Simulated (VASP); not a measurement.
Here is a VASP 6.6.1 calculation.

File INCAR:

```
ALGO     = Fast           # electronic algorithm
EDIFF    = 1E-6           # SCF threshold, eV
ENCUT    = 550            # plane-wave cutoff, eV
GGA      = PE             # functional
ISIF     = 2              # what is computed and relaxed
ISMEAR   = 0              # smearing method
LASPH    = T              # aspherical terms in the spheres
LCHARG   = F              # write CHGCAR
LREAL    = F              # projectors in reciprocal space
LWAVE    = F              # write WAVECAR
NELM     = 80             # most SCF steps
PREC     = Accurate       # precision mode
SIGMA    = 0.1            # smearing width, eV
```

Contents of KPOINTS:

```
k-points
0
Gamma
  10 10 6
```

Contents of POSCAR:

```
Ti
1.0
    2.9500000000      0.0000000000      0.0000000000
   -1.4750000000      2.5547749412      0.0000000000
    0.0000000000      0.0000000000      4.6800000000
Ti
2
Cartesian
    1.4750000001      0.8515916470      3.5100000000
   -0.0000000001      1.7031832942      1.1700000000
```

Potentials or basis: VASP PAW PBE potentials, release 64 (Ti_sv_GW).

Run with:

```bash
$ cat potpaw_PBE.64/Ti_sv_GW/POTCAR > POTCAR
$ mpirun -np 1 vasp_std > vasp.out
```

Question: Predict the band gap on the k mesh.

Answer: None (metal or under the smearing width).

Question: Predict the pressure.

Answer: -2.8 GPa.

Stress tensor (GPa, compression positive):
```
-2.71  0.00  0.00
 0.00 -2.71  0.00
 0.00  0.00 -3.08
```
